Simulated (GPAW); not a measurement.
A run of GPAW 26.7.0 is set up as follows.

Contents of run.py:

```python
from ase.dft.bandgap import bandgap
from ase.io import read, write
from gpaw import GPAW, PW

atoms = read('TiC.cif')

calc = GPAW(mode=PW(800),
            xc={'name': 'vdW-DF', 'backend': 'libvdwxc'},
            kpts={'size': (9, 9, 9), 'gamma': True},
            occupations={'name': 'fermi-dirac', 'width': 0.05},
            nbands=18,
            convergence={'density': 1e-05, 'energy': 1e-05},
            maxiter=150,
            txt='gpaw.txt')
atoms.calc = calc
energy = atoms.get_potential_energy()
forces = atoms.get_forces()
calc.write('gs.gpw')
write('result.traj', atoms)
print(f'Energy: {energy:.6f} eV')
print('Forces (eV/A):')
print(forces.round(4))
print('Fermi level:', round(calc.get_fermi_level(), 4), 'eV')
print(f'Gap: {bandgap(calc)[0]:.4f} eV, direct: {bandgap(calc, direct=True)[0]:.4f} eV')

path = atoms.cell.bandpath('GXWKGLUWLK,UX', npoints=100, eps=1e-4)
bs_calc = calc.fixed_density(kpts=path, symmetry='off', nbands=27,
                             convergence={'bands': 'CBM+6.0', 'eigenstates': 1e-6}, txt='bands.txt')
bs = bs_calc.band_structure()
bs.write('bs.json')
print(f'Gap on the path: {bandgap(bs_calc)[0]:.4f} eV')
```

The input TiC.cif:

```cif
data_TiC
_cell_length_a 3.06278896
_cell_length_b 3.06278896
_cell_length_c 3.06278896
_cell_angle_alpha 60.00000000
_cell_angle_beta 60.00000000
_cell_angle_gamma 60.00000000
_space_group_name_H-M_alt 'P1'
_space_group_name_Hall 'P 1'
_space_group_IT_number 1
loop_
_space_group_symop_operation_xyz
'x,y,z'
loop_
_atom_site_label
_atom_site_type_symbol
_atom_site_symmetry_multiplicity
_atom_site_Wyckoff_symbol
_atom_site_fract_x
_atom_site_fract_y
_atom_site_fract_z
_atom_site_occupancy
Ti1 Ti 1 a 0.0000000000 0.0000000000 0.0000000000 1
C1 C 1 a 0.5000000000 0.5000000000 0.5000000000 1
```

Potentials or basis: GPAW PAW data sets (gpaw-data 1.2.1), pw.

The run is started by

```bash
$ OMP_NUM_THREADS=1 python run.py
```

Task: What does it give for the band gap along the path?

Result: None (metal or under the smearing width).

Levels at the corners of the path, in eV from the Fermi level:
| point | band 4 | band 5 | band 6 | band 7 | band 8 | band 9 | band 10 | band 11 | band 12 | band 13 |
| --- | --- | --- | --- | --- | --- | --- | --- | --- | --- | --- |
| Γ | -32.77 | -12.29 | 0.74 | 0.74 | 0.74 | 1.65 | 1.65 | 1.65 | 1.67 | 1.67 |
| X | -32.93 | -10.10 | -3.31 | -1.45 | -0.02 | -0.02 | 2.62 | 3.45 | 3.45 | 5.65 |
| W | -32.94 | -9.53 | -3.02 | -3.02 | -2.66 | 2.78 | 2.78 | 3.45 | 4.97 | 5.15 |
| K | -32.89 | -9.60 | -3.34 | -3.23 | -1.71 | 1.50 | 3.09 | 3.76 | 5.33 | 5.40 |
| Γ | -32.77 | -12.29 | 0.74 | 0.74 | 0.74 | 1.65 | 1.65 | 1.65 | 1.67 | 1.67 |
| L | -32.82 | -8.93 | -5.66 | -2.87 | -2.87 | 2.87 | 2.87 | 4.05 | 8.00 | 8.00 |
| U | -32.89 | -9.60 | -3.34 | -3.23 | -1.71 | 1.50 | 3.09 | 3.76 | 5.33 | 5.40 |
| W | -32.94 | -9.53 | -3.02 | -3.02 | -2.66 | 2.78 | 2.78 | 3.45 | 4.97 | 5.15 |
| L | -32.82 | -8.93 | -5.66 | -2.87 | -2.87 | 2.87 | 2.87 | 4.05 | 8.00 | 8.00 |
| K | -32.89 | -9.60 | -3.34 | -3.23 | -1.71 | 1.50 | 3.09 | 3.76 | 5.33 | 5.40 |
| U | -32.89 | -9.60 | -3.34 | -3.23 | -1.71 | 1.50 | 3.09 | 3.76 | 5.33 | 5.40 |
| X | -32.93 | -10.10 | -3.31 | -1.45 | -0.02 | -0.02 | 2.62 | 3.45 | 3.45 | 5.65 |

Caveat: the PAW data sets were made with another functional, which shifts forces and pressure a little.
